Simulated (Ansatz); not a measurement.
Ti: single point with PBE

The system is Ti.

```
Ti
1.0
     0.00000    2.03000    2.03000
     2.03000    0.00000    2.03000
     2.03000    2.03000    0.00000
Ti
1
Direct
  0.00000 0.00000 0.00000
```

This isn't the form of Ti at room conditions, which is hcp.

* Program: Ansatz 0.2.0
* Task: single point
* Functional: PBE
* Potentials or basis: Ansatz PAW
* Cutoff: 420 eV (not typed: the program's choice for these potentials)
* k mesh: 11 × 11 × 11
* Occupations: gaussian, width 0.017 eV
* Spin: no spin polarisation

```
Pressure               : 3.8 GPa
Band gap on the k mesh : none (metal or under the smearing width)
```

Levels at points of the mesh, in eV from the Fermi level:
```csv
k point,band 3,band 4,band 5,band 6,band 7,band 8,band 9,band 10
"(0.00, 0.00, 0.00)",-32.38,-32.38,-6.14,0.94,0.94,0.94,2.66,2.66
```

It took 0.51 s on 2 threads of Arm Neoverse V1 (shared host), peak memory 0.26 GiB.
